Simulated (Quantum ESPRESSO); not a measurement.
# Ti (Fm-3m) in Quantum ESPRESSO: energy-loss spectrum with PBE

Aim: the energy-loss spectrum of Ti with PBE.

All numbers are computed with Quantum ESPRESSO 7.5; they aren't measurements. Logs are shortened: lines on timing, memory, paths and dates and some standing lists are left out, and cuts for length are marked.

## 1. The cell of the first run

Symmetry: Fm-3m, No. 225, cubic system. Conventional cell: a = 4.113 Å, b = 4.113 Å, c = 4.113 Å, α = 90.00°, β = 90.00°, γ = 90.00°. Ti (site symmetry m-3m) has 12 Ti at 2.91 Å as nearest neighbours.

This isn't the form of Ti at room conditions, which is hcp.

## 2. Energy-loss spectrum, PBE (volume scaled by 1.04)

Input file pw.in:

```
&CONTROL
  calculation = 'scf'
  prefix = 'pwscf'
  outdir = './tmp'
  pseudo_dir = './pseudo'
  tprnfor = .true.
  tstress = .true.
  disk_io = 'low'
/
&SYSTEM
  ibrav = 0
  celldm(1) = 8
  nat = 1
  ntyp = 1
  ecutwfc = 84
  nbnd = 12
  occupations = 'smearing'
  smearing = 'mp'
  degauss = 0.00999582
/
&ELECTRONS
  conv_thr = 2d-10
  electron_maxstep = 120
  mixing_beta = 0.5
  mixing_ndim = 2
/
ATOMIC_SPECIES
Ti    47.8670 Ti.upf
CELL_PARAMETERS alat
  0.0000000000000   0.4858281751897   0.4858281751897
  0.4858281751897   0.0000000000000   0.4858281751897
  0.4858281751897   0.4858281751897   0.0000000000000
ATOMIC_POSITIONS crystal
Ti     0.0000000000    0.0000000000    0.0000000000
K_POINTS automatic
9 9 9 0 0 0
```

Input file scf2.in:

```
&CONTROL
  calculation = 'scf'
  prefix = 'pwscf'
  outdir = './tmp'
  pseudo_dir = './pseudo'
  tprnfor = .true.
  tstress = .true.
  disk_io = 'low'
/
&SYSTEM
  ibrav = 0
  celldm(1) = 8
  nat = 1
  ntyp = 1
  ecutwfc = 84
  nbnd = 12
  occupations = 'smearing'
  smearing = 'mp'
  degauss = 0.00999582
/
&ELECTRONS
  conv_thr = 1d-11
  electron_maxstep = 120
  mixing_beta = 0.5
  mixing_ndim = 2
  startingpot = 'file'
  startingwfc = 'file'
/
ATOMIC_SPECIES
Ti    47.8670 Ti.upf
CELL_PARAMETERS alat
  0.0000000000000   0.4858281751897   0.4858281751897
  0.4858281751897   0.0000000000000   0.4858281751897
  0.4858281751897   0.4858281751897   0.0000000000000
ATOMIC_POSITIONS crystal
Ti     0.0000000000    0.0000000000    0.0000000000
K_POINTS automatic
9 9 9 0 0 0
```

Input file eels.in:

```
&LR_INPUT
  prefix = 'pwscf'
  outdir = './tmp'
  restart_step = 5000
  restart = .false.
/
&LR_CONTROL
  calculator = 'lanczos'
  approximation = 'TDDFT'
  q1 = 0.4668010995
  q2 = 0.4668010995
  q3 = 0.4668010995
  itermax = 400
/
```

Input file spectrum.in:

```
&LR_INPUT
  prefix = 'pwscf'
  outdir = './tmp'
  eels = .true.
  itermax0 = 400
  itermax = 20000
  extrapolation = 'osc'
  epsil = 0.05
  units = 1
  start = 0
  end = 40
  increment = 0.2
/
```

Input file spectrum_short.in:

```
&LR_INPUT
  prefix = 'pwscf'
  outdir = './tmp'
  eels = .true.
  itermax0 = 266
  itermax = 20000
  extrapolation = 'osc'
  epsil = 0.05
  units = 1
  start = 0
  end = 40
  increment = 0.2
/
```

Potentials or basis: PseudoDojo 0.4 SR PBE stringent.

Started as:

```
> OMP_NUM_THREADS=1 pw.x -in pw.in > pw.out
> OMP_NUM_THREADS=1 pw.x -in scf2.in > scf2.out
> OMP_NUM_THREADS=1 turbo_eels.x -in eels.in > eels.out
> OMP_NUM_THREADS=1 turbo_spectrum.x -in spectrum.in > spectrum.out
> OMP_NUM_THREADS=1 turbo_spectrum.x -in spectrum_short.in > spectrum_short.out
```

pw.out:

```text
This program is part of the open-source Quantum ESPRESSO suite
     for quantum simulation of materials; please cite
[... 9 lines left out ...]
     --------------------
     sticks:   dense  smooth     PW     G-vecs:    dense   smooth      PW
     Sum         691     691    211                12051    12051    2085

     Using Slab Decomposition

     bravais-lattice index     =            0
     lattice parameter (alat)  =       8.0000  a.u.
     unit-cell volume          =     117.4216 (a.u.)^3
     number of atoms/cell      =            1
     number of atomic types    =            1
     number of electrons       =        12.00
     number of Kohn-Sham states=           12
     kinetic-energy cutoff     =      84.0000  Ry
     charge density cutoff     =     336.0000  Ry
     scf convergence threshold =      2.0E-10
     mixing beta               =       0.5000
     number of iterations used =            2  plain     mixing
     Exchange-correlation= PBE
                           (   1   4   3   4   0   0   0)

     celldm(1)=   8.000000  celldm(2)=   0.000000  celldm(3)=   0.000000
     celldm(4)=   0.000000  celldm(5)=   0.000000  celldm(6)=   0.000000

     crystal axes: (cart. coord. in units of alat)
               a(1) = (   0.000000   0.485828   0.485828 )
               a(2) = (   0.485828   0.000000   0.485828 )
               a(3) = (   0.485828   0.485828   0.000000 )

     reciprocal axes: (cart. coord. in units 2 pi/alat)
               b(1) = ( -1.029170  1.029170  1.029170 )
               b(2) = (  1.029170 -1.029170  1.029170 )
               b(3) = (  1.029170  1.029170 -1.029170 )

     PseudoPot. # 1 for Ti read from file:
     Ti.upf
     Pseudo is Norm-conserving + core correction, Zval = 12.0
     Generated using ONCVPSP code by D. R. Hamann
     Using radial grid of 1586 points,  6 beta functions with:
                l(1) =   0
                l(2) =   0
                l(3) =   1
                l(4) =   1
                l(5) =   2
                l(6) =   2

     atomic species   valence    mass     pseudopotential
     Ti               12.00    47.86700     Ti( 1.00)

     48 Sym. Ops., with inversion, found

   Cartesian axes

     site n.     atom                  positions (alat units)
         1        Ti     tau(   1) = (   0.0000000   0.0000000   0.0000000  )

     number of k points=    35  Methfessel-Paxton smearing, width (Ry)=  0.0100
                       cart. coord. in units 2pi/alat
        k(    1) = (   0.0000000   0.0000000   0.0000000), wk =   0.0027435
        k(    2) = (   0.1143523   0.1143523  -0.1143523), wk =   0.0219479
        k(    3) = (   0.2287045   0.2287045  -0.2287045), wk =   0.0219479
        k(    4) = (   0.3430568   0.3430568  -0.3430568), wk =   0.0219479
        k(    5) = (   0.4574091   0.4574091  -0.4574091), wk =   0.0219479
        k(    6) = (   0.2287045  -0.0000000   0.0000000), wk =   0.0164609
[... 27 lines left out ...]
        k(   34) = (  -0.0000000  -0.6861136   0.9148182), wk =   0.0658436
        k(   35) = (  -0.1143523  -0.5717614   1.0291704), wk =   0.0658436

     Dense  grid:    12051 G-vectors     FFT dimensions: (  36,  36,  36)

     Initial potential from superposition of free atoms

     starting charge      11.9984, renormalised to      12.0000
     Starting wfcs are   10 randomized atomic wfcs +    2 random wfcs

     Self-consistent Calculation

     iteration #  1     ecut=    84.00 Ry     beta= 0.50
     Davidson diagonalization with overlap
     ethr =  1.00E-02,  avg # of iterations =  3.7

     Threshold (ethr) on eigenvalues was too large:
     Diagonalizing with lowered threshold

     Davidson diagonalization with overlap
     ethr =  3.11E-04,  avg # of iterations =  1.3

     total energy              =    -118.69672714 Ry
     estimated scf accuracy    <       0.03899241 Ry
[... 50 lines left out ...]
     iteration #  9     ecut=    84.00 Ry     beta= 0.50
     Davidson diagonalization with overlap
     ethr =  4.42E-12,  avg # of iterations =  1.1

     End of self-consistent calculation

          k = 0.0000 0.0000 0.0000 (  1471 PWs)   bands (ev):

   -43.4402 -19.3183 -19.3183 -19.3183   7.1903  14.1320  14.1320  14.1320
    15.7612  15.7612  28.5365  33.0020

          k = 0.1144 0.1144-0.1144 (  1501 PWs)   bands (ev):
[... 16 lines left out ...]
   -43.3219 -19.9642 -19.4013 -19.4013  10.6119  13.7279  14.0458  14.0458
    16.7536  16.7536  21.7693  27.8885

          k = 0.2287-0.0000 0.0000 (  1507 PWs)   bands (ev):

   -43.4214 -19.3968 -19.3459 -19.3459   7.7108  13.7535  14.3665  14.3665
    15.3949  15.8768  28.9503  31.1828

          k = 0.3431 0.1144-0.1144 (  1517 PWs)   bands (ev):
[... 31 lines left out ...]
   -43.4047 -19.4974 -19.3758 -19.3328   8.2009  13.5664  14.3804  14.4840
    15.3474  15.9151  28.7243  29.0783

          k = 0.4574-0.0000 0.0000 (  1507 PWs)   bands (ev):

   -43.3736 -19.5882 -19.4156 -19.4156   9.0763  12.9081  14.5948  15.0461
    15.0461  16.1788  29.2529  29.7792

          k = 0.5718 0.1144-0.1144 (  1529 PWs)   bands (ev):
[... 16 lines left out ...]
   -43.3065 -19.8446 -19.6034 -19.4245  11.5162  12.7762  13.2900  14.8482
    16.1095  18.3455  22.7127  25.6162

          k = 0.0000-0.4574 0.4574 (  1532 PWs)   bands (ev):

   -43.3340 -19.7645 -19.5402 -19.3850  10.5588  12.9324  13.6121  14.9273
    15.3808  17.3832  25.5500  25.7366

          k = 0.6861 0.0000-0.0000 (  1544 PWs)   bands (ev):
[... 16 lines left out ...]
   -43.2882 -19.7637 -19.7578 -19.4708  12.0796  12.0999  13.4014  15.4225
    16.3889  19.7797  21.7991  23.8243

          k = 0.9148-0.0000 0.0000 (  1544 PWs)   bands (ev):

   -43.2835 -19.9216 -19.5452 -19.5452  10.6999  11.6113  15.7330  16.7880
    16.9531  16.9531  24.2919  25.2889

          k = 0.0000-0.9148 0.9148 (  1542 PWs)   bands (ev):

   -43.2786 -19.9161 -19.5876 -19.5416  10.8793  11.6762  15.1639  16.5662
    17.0211  18.2418  23.7336  23.8080

          k = 0.4574 0.2287-0.0000 (  1523 PWs)   bands (ev):
[... 46 lines left out ...]
   -43.2811 -19.7899 -19.7053 -19.5433  11.7549  12.6219  13.0531  15.4638
    16.9529  20.3675  22.3910  23.8388

     the Fermi energy is    13.2552 ev

!    total energy              =    -118.70608088 Ry
     estimated scf accuracy    <          3.3E-11 Ry
     smearing contrib. (-TS)   =      -0.00015896 Ry
     internal energy E=F+TS    =    -118.70592191 Ry

     The total energy is F=E-TS. E is the sum of the following terms:
     one-electron contribution =     -40.54965465 Ry
     hartree contribution      =      24.22681124 Ry
     xc contribution           =     -17.44819664 Ry
     ewald contribution        =     -84.93488187 Ry

     convergence has been achieved in   9 iterations

     Forces acting on atoms (cartesian axes, Ry/au):

     atom    1 type  1   force =     0.00000000    0.00000000    0.00000000

     Total force =     0.000000     Total SCF correction =     0.000000

     Computing stress (Cartesian axis) and pressure

          total   stress  (Ry/bohr**3)                   (kbar)     P=        2.38
   0.00001615  -0.00000000  -0.00000000            2.38       -0.00       -0.00
  -0.00000000   0.00001615  -0.00000000           -0.00        2.38       -0.00
  -0.00000000   0.00000000   0.00001615           -0.00        0.00        2.38

=------------------------------------------------------------------------------=
   JOB DONE.
=------------------------------------------------------------------------------=
```

eels.out:

```text
This program is part of the open-source Quantum ESPRESSO suite
     for quantum simulation of materials; please cite
         "P. Giannozzi et al., J. Phys.:Condens. Matter 21 395502 (2009);
         "P. Giannozzi et al., J. Phys.:Condens. Matter 29 465901 (2017);
         "P. Giannozzi et al., J. Chem. Phys. 152 154105 (2020);
     in publications or presentations arising from this work. More details at

[... 350 lines left out ...]
     gamma(00000400)= 43.807838
     z1=       1 -0.138630531277829E-01  0.270489255831954E-10
     End of Lanczos iterations

     Finished linear response calculation...

     US routines

     EELS routines

=------------------------------------------------------------------------------=
   JOB DONE.
=------------------------------------------------------------------------------=
```

Wall time 13 min (1 thread of Arm Neoverse V1, shared host); peak memory 0.54 GiB.

Results:

| Property | Result |
| --- | --- |
| Free energy | -1615.0785 eV |
| Pressure | 0.2 GPa |
| Band gap on the k mesh | none (metal or under the smearing width) |
| Peak of the energy-loss function | 19.4 eV |

Energy-loss function at q = [0.69282, 0.69282, 0.69282] (Å⁻¹, cartesian):
```
energy (eV)   loss
        0.0  0.000
        1.8  0.014
        3.4  0.049
        5.2  0.155
        7.0  0.260
        8.6  0.353
       10.4  0.452
       12.2  0.545
       13.8  0.628
       15.6  0.734
       17.4  0.848
       19.0  0.912
       20.8  0.867
       22.4  0.733
       24.2  0.563
       26.0  0.424
       27.6  0.329
       29.4  0.249
       31.2  0.194
       32.8  0.162
       34.6  0.147
       36.4  0.155
       38.0  0.191
       39.8  0.282
```

Caveat: the Lanczos chain is short for so many electrons, so humps in the spectrum may be artefacts.
